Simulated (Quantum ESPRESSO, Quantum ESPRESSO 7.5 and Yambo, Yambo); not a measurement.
# Beyond one shot: InP (F-43m)

How far does self-consistency move the gap of InP (F-43m)?

Program: Quantum ESPRESSO 7.5 and Yambo 5.3.0. Level of theory: PBE and many-body steps on it, plane waves. Results are calculated unless marked as measured.

Report form: the programs' logs are mostly left out.

## Step 1: Starting point

It takes space group F-43m (No. 216, cubic). Conventional cell: a = 5.869 Å, b = 5.869 Å, c = 5.869 Å, α = 90.00°, β = 90.00°, γ = 90.00°. Nearest to In lie 4 P at 2.54 Å. Nearest to P lie 4 In at 2.54 Å. Farther neighbours are not listed.

Coordinates:

```cif
data_structure
_symmetry_space_group_name_H-M 'F-43m'
_symmetry_Int_Tables_number 216
_cell_length_a 5.8687
_cell_length_b 5.8687
_cell_length_c 5.8687
_cell_angle_alpha 90.000
_cell_angle_beta 90.000
_cell_angle_gamma 90.000
_cell_volume 202.13
loop_
_atom_site_label
_atom_site_type_symbol
_atom_site_symmetry_multiplicity
_atom_site_Wyckoff_symbol
_atom_site_fract_x
_atom_site_fract_y
_atom_site_fract_z
_atom_site_occupancy
In1 In 4 a 0.00000 0.00000 0.00000 1
P1 P 4 d 0.25000 0.25000 0.75000 1
```

The cell and positions come from the Crystallography Open Database and are kept as given unless a step says otherwise.

## Step 2: Empty states on the mesh, 4×4×4 mesh, 127 bands

This step: Quantum ESPRESSO 7.5; DFT, PBE, plane waves, norm-conserving pseudopotentials.

The sums over transitions need many empty states on a uniform mesh; this step solves for them.

pw.in

```
&control
  calculation = 'nscf'
  prefix = 'x'
  outdir = 'o'
  pseudo_dir = 'pseudo'
/
&system
  ibrav = 0
  nat = 2
  ntyp = 2
  ecutwfc = 80.0
  nbnd = 127
  force_symmorphic = .true.
/
&electrons
  conv_thr = 1e-9
  electron_maxstep = 80
  diago_full_acc = .true.
  diago_thr_init = 5e-6
/
ATOMIC_SPECIES
  In 114.82 In.upf
  P 30.974 P.upf
CELL_PARAMETERS angstrom
  -0.0000000000 2.9343500000 2.9343500000
  2.9343500000 -0.0000000000 2.9343500000
  2.9343500000 2.9343500000 -0.0000000000
ATOMIC_POSITIONS crystal
  In 0.0000000000 0.0000000000 0.0000000000
  P 0.2500000000 0.2500000000 0.2500000000
K_POINTS automatic
  4 4 4 0 0 0
```

Command:

```sh
$ OMP_NUM_THREADS=1 mpirun -n 4 pw.x -nk 4 -in pw.in > pw.out
```

Elapsed: 9.6 s, on 4 MPI ranks of Arm Neoverse V1, shared host; peak memory 0.38 GiB; 38 s of CPU time.

Numbers from this step:

| Item | Value |
| --- | --- |
| gap | 0.6864 eV |
| k of the valence top | 0, 0, 0 |
| k of the conduction bottom | 0, 0, 0 |
| least direct gap | 0.6864 eV |
| k points computed | 8 |
| lowest point of the top converged band, above the valence top | 89.0312 eV |

On this mesh the gap is 0.686 eV.

The density comes from a self-consistent run that is not shown.

## Step 3: Conversion and set-up

This step: Yambo 5.3.0; conversion and set-up on PBE, plane waves, norm-conserving pseudopotentials.

The states are converted to the many-body program's format and the q mesh is built.

Command:

```sh
$ (cd o/x.save; p2y > p2y.log; mv SAVE ../..); yambo > setup.log
```

It took 2.8 s on 1 MPI rank; peak memory 0.25 GiB.

## Step 4: G0W0

G0W0 replaces the xc potential by the self-energy, built once from these orbitals. Only a window of levels is corrected, while the sums run over the empty bands that the input names.

This step: G0W0 on PBE, plane waves, norm-conserving pseudopotentials.

gw1.in

```
HF_and_locXC
gw0
dyson
ppa
em1d
rim_cut
RandQpts= 1000000
RandGvec= 1 RL
EXXRLvcs= 80 Ry
VXCRLvcs= 320 Ry
Chimod= "HARTREE"
% BndsRnXp
 1 | 127 |
%
NGsBlkXp= 14.5 Ry
% LongDrXp
 1 | 1 | 1 |
%
% GbndRnge
 1 | 127 |
%
DysSolver= "n"
ExtendOut
PPAPntXp= 27.21138 eV
% QPkrange
 1 | 1 | 12 | 15 |
%
```

Command:

```sh
$ OMP_NUM_THREADS=1 mpirun -n 4 yambo -F gw1.in -J gw1 -C gw1 > gw1.log
```

Run time: 1.8 min. Hardware: 4 MPI ranks; peak memory 1.6 GiB; 7.1 min of CPU time.

Numbers from this step:

- G0W0 gap on the points computed: 1.374 eV
- starting gap on the mesh: 0.6864 eV
- k of the valence top: 0, 0, 0
- k of the conduction bottom: 0, 0, 0
- least direct G0W0 gap on the computed points: 1.374 eV
- Z at the valence top: 0.7804
- Z at the conduction bottom: 0.7941

The gap on the mesh goes from 0.69 eV to 1.37 eV, a correction of +0.69 eV.

## Step 5: evGW0, cycle 1

This step: evGW0 on PBE, plane waves, norm-conserving pseudopotentials.

gw3.in, as its differences from gw1.in of step 4:

```diff
@@ -25,3 +25,4 @@
 % QPkrange
- 1 | 1 | 12 | 15 |
+ 1 | 8 | 10 | 17 |
 %
+GfnQPdb= "E < ./gw2/ndb.QP"
```

Command:

```sh
$ OMP_NUM_THREADS=1 mpirun -n 4 yambo -F gw3.in -J gw3,gw1_W -C gw3 > gw3.log
```

Wall time 9 min (4 MPI ranks); peak memory 1.7 GiB.

Numbers from this step:

```
quasiparticle gap on the mesh                         : 1.441 eV
gap of the density functional on the mesh             : 0.6864 eV
k of the valence top                                  : 0, 0, 0
k of the conduction bottom                            : 0, 0, 0
least direct quasiparticle gap on the computed points : 1.441 eV
Z at the valence top                                  : 0.7828
Z at the conduction bottom                            : 0.8015
```

Against G0W0 in Yambo (4×4×4 mesh, 127 bands, screening to 197.3 eV, Godby-Needs plasmon pole), the gap moves by +0.067 eV.

The program's own table gives 1.577 eV, which is too large where the input levels are shifted: this version takes Σc at the unshifted level E₀, yet steps from the shifted one. The value above is the Newton step from E₀, E₀ + Z(Σc + Σx − Vxc), rebuilt from the printed columns.

## Step 6: evGW0, cycle 2

The corrected levels of the last cycle go back in.

gw4.in, as its differences from gw3.in of step 5:

```diff
@@ -27,2 +27,2 @@
 %
-GfnQPdb= "E < ./gw2/ndb.QP"
+GfnQPdb= "E < ./gw3_fix/ndb.QP"
```

Command:

```sh
$ OMP_NUM_THREADS=1 mpirun -n 4 yambo -F gw4.in -J gw4,gw1_W -C gw4 > gw4.log
```

Run time: 9 min. Hardware: 4 MPI ranks; peak memory 1.7 GiB.

Numbers from this step:

```yaml
quasiparticle_gap_on_the_mesh: 1.448 eV
gap_of_the_density_functional_on_the_mesh: 0.6864 eV
k_of_the_valence_top: 0, 0, 0
k_of_the_conduction_bottom: 0, 0, 0
least_direct_quasiparticle_gap_on_the_computed_points: 1.448 eV
```

Against the cycle before, the gap moves by +0.007 eV.

The program's own table gives 1.597 eV, which is too large where the input levels are shifted: this version takes Σc at the unshifted level E₀, yet steps from the shifted one. The value above is the Newton step from E₀, E₀ + Z(Σc + Σx − Vxc), rebuilt from the printed columns.

## Step 7: evGW, cycle 1

This step: evGW on PBE, plane waves, norm-conserving pseudopotentials.

gw5.in, as its differences from gw4.in of step 6:

```diff
@@ -27,2 +27,3 @@
 %
-GfnQPdb= "E < ./gw3_fix/ndb.QP"
+GfnQPdb= "E < ./gw2/ndb.QP"
+XfnQPdb= "E < ./gw2/ndb.QP"
```

Command:

```sh
$ OMP_NUM_THREADS=1 mpirun -n 4 yambo -F gw5.in -J gw5 -C gw5 > gw5.log
```

Elapsed: 10 min, on 4 MPI ranks; peak memory 1.7 GiB; 41 min of CPU time.

This step gave:

| Quantity | Value |
| --- | --- |
| quasiparticle gap on the mesh | 1.508 eV |
| gap of the density functional on the mesh | 0.6864 eV |
| k of the valence top | 0, 0, 0 |
| k of the conduction bottom | 0, 0, 0 |
| least direct quasiparticle gap on the computed points | 1.508 eV |

Against G0W0 in Yambo (4×4×4 mesh, 127 bands, screening to 197.3 eV, Godby-Needs plasmon pole), the gap moves by +0.135 eV.

The program's own table gives 1.638 eV, which is too large where the input levels are shifted: this version takes Σc at the unshifted level E₀, yet steps from the shifted one. The value above is the Newton step from E₀, E₀ + Z(Σc + Σx − Vxc), rebuilt from the printed columns.

## Step 8: evGW, cycle 2

gw6.in, as its differences from gw5.in of step 7:

```diff
@@ -27,3 +27,3 @@
 %
-GfnQPdb= "E < ./gw2/ndb.QP"
-XfnQPdb= "E < ./gw2/ndb.QP"
+GfnQPdb= "E < ./gw5_fix/ndb.QP"
+XfnQPdb= "E < ./gw5_fix/ndb.QP"
```

Command:

```sh
$ OMP_NUM_THREADS=1 mpirun -n 4 yambo -F gw6.in -J gw6 -C gw6 > gw6.log
```

Run time: 10 min. Hardware: 4 MPI ranks; peak memory 1.7 GiB; 41 min of CPU time.

Numbers from this step:

```yaml
quasiparticle_gap_on_the_mesh: 1.540 eV
gap_of_the_density_functional_on_the_mesh: 0.6864 eV
k_of_the_valence_top: 0, 0, 0
k_of_the_conduction_bottom: 0, 0, 0
least_direct_quasiparticle_gap_on_the_computed_points: 1.540 eV
```

Against the cycle before, the gap moves by +0.032 eV.

The program's own table gives 1.692 eV, which is too large where the input levels are shifted: this version takes Σc at the unshifted level E₀, yet steps from the shifted one. The value above is the Newton step from E₀, E₀ + Z(Σc + Σx − Vxc), rebuilt from the printed columns.

## Step 9: evGW, cycle 3

gw7.in, as its differences from gw6.in of step 8:

```diff
@@ -27,3 +27,3 @@
 %
-GfnQPdb= "E < ./gw5_fix/ndb.QP"
-XfnQPdb= "E < ./gw5_fix/ndb.QP"
+GfnQPdb= "E < ./gw6_fix/ndb.QP"
+XfnQPdb= "E < ./gw6_fix/ndb.QP"
```

Command:

```sh
$ OMP_NUM_THREADS=1 mpirun -n 4 yambo -F gw7.in -J gw7 -C gw7 > gw7.log
```

The job ended after 10 min (4 MPI ranks; peak memory 1.7 GiB; 41 min of CPU time).

This step gave:

```yaml
quasiparticle_gap_on_the_mesh: 1.548 eV
gap_of_the_density_functional_on_the_mesh: 0.6864 eV
k_of_the_valence_top: 0, 0, 0
k_of_the_conduction_bottom: 0, 0, 0
least_direct_quasiparticle_gap_on_the_computed_points: 1.548 eV
```

Against the cycle before, the gap moves by +0.009 eV.

The program's own table gives 1.705 eV, which is too large where the input levels are shifted: this version takes Σc at the unshifted level E₀, yet steps from the shifted one. The value above is the Newton step from E₀, E₀ + Z(Σc + Σx − Vxc), rebuilt from the printed columns.

## Step 10: Side by side

Times are wall times on 4 MPI ranks of Arm Neoverse V1, shared host, good to a factor of about two.

| run | mesh | bands | screening cutoff (eV) | DFT gap (eV) | gap on the mesh (eV) | direct (eV) | time |
| --- | --- | --- | --- | --- | --- | --- | --- |
| G0W0 | 4×4×4 | 127 | 197.3 | 0.686 | 1.374 | 1.374 | 1.8 min |
| evGW0, cycle 1 | 4×4×4 | 127 | 197.3 | 0.686 | 1.441 | 1.441 | 9 min |
| evGW0, cycle 2 | 4×4×4 | 127 | 197.3 | 0.686 | 1.448 | 1.448 | 9 min |
| evGW, cycle 1 | 4×4×4 | 127 | 197.3 | 0.686 | 1.508 | 1.508 | 10 min |
| evGW, cycle 2 | 4×4×4 | 127 | 197.3 | 0.686 | 1.540 | 1.540 | 10 min |
| evGW, cycle 3 | 4×4×4 | 127 | 197.3 | 0.686 | 1.548 | 1.548 | 10 min |

## Step 11: Results

```json
{"G0W0": "1.374 eV", "evGW0, cycle 1": "1.441 eV", "evGW0, cycle 2": "1.448 eV", "evGW, cycle 1": "1.508 eV", "evGW, cycle 2": "1.540 eV", "evGW, cycle 3": "1.548 eV", "known limits": "not at the basis limit; no spin-orbit coupling; coarse k mesh"}
```

What this shows: evGW0 ends at 1.45 eV, +0.07 eV from G0W0, after 2 cycles that took 18 min beside the first screening; the last moved the gap by 0.007 eV. evGW ends at 1.55 eV, +0.17 eV from G0W0, after 3 cycles that took 31 min beside the first screening; the last moved the gap by 0.009 eV. Bands and cutoff are finite, so the gap is not at the basis limit. The miss can reach some tenths of an eV and take either sign; the mesh is an error of its own. The 4×4×4 mesh is coarse for this cell, which bears on the long-range parts of exchange and screening. The many-body steps are scalar-relativistic: spin-orbit coupling is not in them.

[Paths, hosts, dates, memory and timing lines, banners, echoed tables and standing remarks are left out of the program output.]

[Logs are printed without paths, hosts, clocks, repeated set-up lines and the standing remarks that a program may print on its own settings, such as how far it seeks lower states.]

[Runs of the session that timed out or met a known fault of the program may be left out.]

[Hosts, paths, dates, database ids (printed as entryN), source tags and the programs' standing remarks are cut or masked in the printed files.]
